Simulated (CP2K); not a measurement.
Runs of CP2K 2026.2 on WS2. The cell holds a slab with vacuum, 3 atoms: a = 3.184 Å, b = 3.184 Å, c = 16.951 Å, α = 90.00°, β = 90.00°, γ = 120.00°. 

```csv
level,potentials or basis,smearing,EPS_DEFAULT,NGRIDS,points a segment of the path (NPOINTS),bands added on the path,CUTOFF of the grids,gap on the mesh (eV),largest force (eV/Å)
PBE,"POTENTIAL_UZH W GTH-PBE-q14, S GTH-PBE-q6; TZVP-MOLOPT-PBE-GTH basis",fermi-dirac 0.1 eV,1.0E-9,4,10,4,450 Ry,1.99,0.21
r2SCAN,"POTENTIAL_UZH W GTH-SCAN-q14, S GTH-SCAN-q6; TZVP-MOLOPT-SCAN-GTH basis",fermi-dirac 0.1 eV,1.0E-9,5,10,2,675 Ry,2.04,(a)
PBEsol,"POTENTIAL_UZH W GTH-PBE-q14, S GTH-PBE-q6; TZVP-MOLOPT-PBE-GTH basis",fermi-dirac 0.0259 eV,1.0E-10,4,8,2,450 Ry,1.99,0.04
LDA,"GTH_POTENTIALS W GTH-PADE-q14, S GTH-PADE-q6; TZVP-MOLOPT-PBE-GTH basis",fermi-dirac 0.05 eV,1.0E-9,4,10,6,450 Ry,(b),0.73
TB-mBJ,"POTENTIAL_UZH W GTH-PBE-q14, S GTH-PBE-q6; TZVP-MOLOPT-PBE-GTH basis",fermi-dirac 0.1 eV,1.0E-9,5,6,6,675 Ry,2.02,-
```

Alike in all rows: task band structure; no spin polarisation; cell as given; k mesh 10 × 10 × 2.

Q: Estimate the missing entries.

A: (a) 0.15; (b) 1.95.

Caveats: spin-orbit coupling is left out, which moves the levels of the heavy elements; the basis of atomic orbitals isn't converged, which shifts pressures, moduli and gaps; meta-GGAs are noisy in the vacuum on a uniform grid, which can shift empty levels and the work function (some runs); the potentials were made for another functional, which shifts forces and pressure (some runs); this is a model potential without an energy functional, so only levels have meaning (some runs).

A k mesh can miss the band edges, and the runs leave out spin-orbit coupling on W.
